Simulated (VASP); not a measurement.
Here is a VASP 6.6.1 calculation.

File POSCAR:

```
WS2
1.0
    3.1831225544      0.0000000000      0.0000000000
   -1.5915612772      2.7566649955      0.0000000000
    0.0000000000      0.0000000000     35.1805582101
W S
4 8
Direct
    0.3333333333      0.6666666667      0.5923166100
    0.3333333333      0.6666666667      0.2234000000
    0.6666666667      0.3333333333      0.7766000000
    0.6666666667      0.3333333333      0.4076833900
    0.3333333333      0.6666666667      0.8211496400
    0.3333333333      0.6666666667      0.4520236900
    0.6666666667      0.3333333333      0.6366210700
    0.6666666667      0.3333333333      0.2677418400
    0.3333333333      0.6666666667      0.7322581600
    0.3333333333      0.6666666667      0.3633789300
    0.6666666667      0.3333333333      0.5479763100
    0.6666666667      0.3333333333      0.1788503600
```

The input INCAR.step1:

```
PREC     = Accurate       # precision mode
ENCUT    = 520            # plane-wave cutoff, eV
EDIFF    = 1E-6           # SCF threshold, eV
ISMEAR   = -1             # smearing method
SIGMA    = 0.05           # smearing width, eV
LREAL    = F              # projectors in reciprocal space
LASPH    = T              # aspherical terms in the spheres
NELM     = 100            # most SCF steps
ALGO     = Normal         # electronic algorithm
ISIF     = 2              # what is computed and relaxed
LWAVE    = F              # write WAVECAR
LCHARG   = T              # write CHGCAR
LMAXMIX  = 4              # l up to which the mixer works
GGA      = CA             # functional
```

KPOINTS.step1

```
Automatic mesh
0
Gamma
  7 7 1
```

INCAR.step2

```
PREC     = Accurate       # precision mode
ENCUT    = 520            # plane-wave cutoff, eV
EDIFF    = 1E-6           # SCF threshold, eV
ISMEAR   = 0              # smearing method
SIGMA    = 0.05           # smearing width, eV
LREAL    = F              # projectors in reciprocal space
LASPH    = T              # aspherical terms in the spheres
NELM     = 100            # most SCF steps
ALGO     = Normal         # electronic algorithm
ISIF     = 2              # what is computed and relaxed
LWAVE    = F              # write WAVECAR
LCHARG   = F              # write CHGCAR
LMAXMIX  = 4              # l up to which the mixer works
GGA      = CA             # functional
ICHARG   = 11             # starting density
```

KPOINTS.step2

```
path GMKGALHA,LM,KH
15
line-mode
reciprocal
 0.0000000000  0.0000000000  0.0000000000  G
 0.5000000000  0.0000000000  0.0000000000  M

 0.5000000000  0.0000000000  0.0000000000  M
 0.3333333333  0.3333333333  0.0000000000  K

 0.3333333333  0.3333333333  0.0000000000  K
 0.0000000000  0.0000000000  0.0000000000  G

 0.0000000000  0.0000000000  0.0000000000  G
 0.0000000000  0.0000000000  0.5000000000  A

 0.0000000000  0.0000000000  0.5000000000  A
 0.5000000000  0.0000000000  0.5000000000  L

 0.5000000000  0.0000000000  0.5000000000  L
 0.3333333333  0.3333333333  0.5000000000  H

 0.3333333333  0.3333333333  0.5000000000  H
 0.0000000000  0.0000000000  0.5000000000  A

 0.5000000000  0.0000000000  0.5000000000  L
 0.5000000000  0.0000000000  0.0000000000  M

 0.3333333333  0.3333333333  0.0000000000  K
 0.3333333333  0.3333333333  0.5000000000  H
```

Potentials or basis: VASP PAW LDA potentials, release 64 (W_sv, S).

Launch:

```console
$ cat potpaw_LDA.64/W_sv/POTCAR potpaw_LDA.64/S/POTCAR > POTCAR
$ cp INCAR.step1 INCAR
$ cp KPOINTS.step1 KPOINTS
$ mpirun -np 1 vasp_std > vasp.out
$ cp INCAR.step2 INCAR
$ cp KPOINTS.step2 KPOINTS
$ mpirun -np 1 vasp_std > vasp.out
```

Question: Predict the band gap on the k mesh.

Answer: 1.35 eV, indirect (least direct gap 2.36 eV).

Question: What does it give for the band gap along the path?

Answer: 1.28 eV, indirect (least direct gap 1.74 eV).

Levels at the corners of the path, in eV from the valence-band top:
```
point  band 50  band 51  band 52  band 53  band 54  band 55
    Γ    -0.49    -0.19     0.00     2.41     2.41     2.42
    M    -1.38    -1.35    -1.33     2.32     2.33     2.34
    M    -1.38    -1.35    -1.33     2.32     2.33     2.34
    K    -0.51    -0.47    -0.44     1.30     1.30     1.32
    K    -0.51    -0.47    -0.44     1.30     1.30     1.32
    Γ    -0.49    -0.19     0.00     2.41     2.41     2.41
    Γ    -0.49    -0.19     0.00     2.41     2.41     2.42
    A    -0.49    -0.19     0.00     2.41     2.41     2.42
    A    -0.49    -0.19     0.00     2.41     2.41     2.41
    L    -1.38    -1.35    -1.33     2.32     2.33     2.34
    L    -1.38    -1.35    -1.33     2.32     2.33     2.34
    H    -0.51    -0.47    -0.44     1.30     1.30     1.32
    H    -0.51    -0.47    -0.44     1.30     1.30     1.32
    A    -0.49    -0.19     0.00     2.41     2.41     2.41
    L    -1.38    -1.35    -1.33     2.32     2.33     2.34
    M    -1.38    -1.35    -1.33     2.32     2.33     2.34
    K    -0.51    -0.47    -0.44     1.30     1.30     1.32
    H    -0.51    -0.47    -0.44     1.30     1.30     1.32
```

Caveat: the log is that of the step along the path at fixed density, whose energy, stress, charges and moments have no meaning; spin-orbit coupling is left out, which moves the levels of the heavy elements. As with any semilocal functional, this LDA gap is likely too small.
